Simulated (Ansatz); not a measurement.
# Vibrational response of C

The calculation used Ansatz 0.2.0, DFT PBEsol, scalar-relativistic, plane waves, PAW. Cutoff 420 eV, 18×18×6 k-points (Γ-centred), Fermi-Dirac smearing of 0.15 eV. No spin polarisation. Phonons by linear response, acoustic sum rule imposed.

The cell, relaxed at this level:
```
C
1.0
     2.45881    0.00000    0.00000
    -1.22941    2.12940    0.00000
     0.00000    0.00000    8.52288
C
2
Direct
  0.33333 0.66667 0.00000
  0.66667 0.33333 0.00000
```

In a metal, frequencies and elastic constants depend on the k mesh and the smearing, soft modes and shear constants most. The crystal is built of layers and no dispersion correction was added, so the binding between them is poorly described, and with it their spacing and whatever depends on it.

(1) Is this structure stable against zone-centre distortions?

(2) List the optical modes at Γ (i marks imaginary ones).

Answers

(1) Yes, at Γ: no optical mode is imaginary. Strains and other wave vectors aren't tested by this run.

(2)
```csv
frequency (cm⁻¹),degeneracy
877,1
1568,2
```

This form isn't the element's structure at ambient conditions. The bands only touch here, so at this level the crystal is a zero-gap semiconductor or semimetal, not an ordinary metal.

Cost: 1 run of about 0.61 core-minutes, on Intel Xeon Platinum 8259CL (Skylake/Cascade Lake) (shared hosts).